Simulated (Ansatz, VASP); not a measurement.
Given: the input of a run of Ansatz 0.2.0 on SiC (Moissanite 3C).

The input input.yaml:

```yaml
crystal:
  lattice:
    - [0.0, 2.179, 2.179]
    - [2.179, 0.0, 2.179]
    - [2.179, 2.179, 0.0]
  atoms:
    - { symbol: Si, position: [0.0, 0.0, 0.0] }
    - { symbol: C, position: [0.75, 0.75, 0.75] }
hamiltonian:
  xc: pbe
  pseudopotentials: { kind: paw }
kpoints:
  mp_grid: { grid: [10, 10, 10] }
scf:
  occupations: { method: fermi_dirac, width: 0.05 }
output:
  forces: true
  stress: true
relax:
  f_tol: 0.01
  max_steps: 40
  cell: { stress_tol: 0.05 }
```

Potentials or basis: Ansatz PAW.

Launch:

```console
$ ansatz run input.yaml --threads 2 --pin off --max-ram 5632MiB --backend cpu --events-out ev --progress --plain --runs-dir out
```

**Question.** Translate it to VASP 6.6.1. Potentials there: VASP PAW PBE potentials, release 64 (Si, C).

**Answer.** As run (the cutoff follows the program's own potentials):

The input INCAR:

```
SYSTEM = SiC
  PREC = Accurate
  ENCUT = 600
  EDIFF = 1E-6
  ISMEAR = -1
  SIGMA = 0.05
  LREAL = .FALSE.
  LASPH = .TRUE.
  NELM = 100
  ALGO = Normal
  ISIF = 3
  LWAVE = .FALSE.
  LCHARG = .FALSE.
  GGA = PE
  IBRION = 2
  NSW = 40
  EDIFFG = -0.01
```

The input KPOINTS:

```
regular mesh
0
G
  10 10 10
  0 0 0
```

File POSCAR:

```
SiC
1.0
    0.0000000000      2.1790000000      2.1790000000
    2.1790000000      0.0000000000      2.1790000000
    2.1790000000      2.1790000000      0.0000000000
Si C
1 1
Direct
    0.0000000000      0.0000000000      0.0000000000
    0.7500000000      0.7500000000      0.7500000000
```

Potentials or basis: VASP PAW PBE potentials, release 64 (Si, C).

Run with:

```console
$ cat potpaw_PBE.64/Si/POTCAR potpaw_PBE.64/C/POTCAR > POTCAR
$ mpirun -np 1 vasp_std > vasp.out
```

Both were run:

|  | VASP | Ansatz | Ansatz less VASP |
| --- | --- | --- | --- |
| relaxed volume (Å³/atom) | 10.49 | 10.50 | +0.009 |
| relaxed cell length with the largest relative difference (Å) | 3.096 | 3.097 | +0.0009 |
| energy change over the relaxation (meV/atom) | -1 | -2 | -0.2 |

Caveats: the plane-wave basis is chosen anew once the cell has moved, so the energies of steps on either side of that aren't comparable (Ansatz). A k mesh can miss the band edges. PBE usually gives volumes a little too large and moduli too small. PBE gaps usually lie below the measured ones, often by a third to a half.
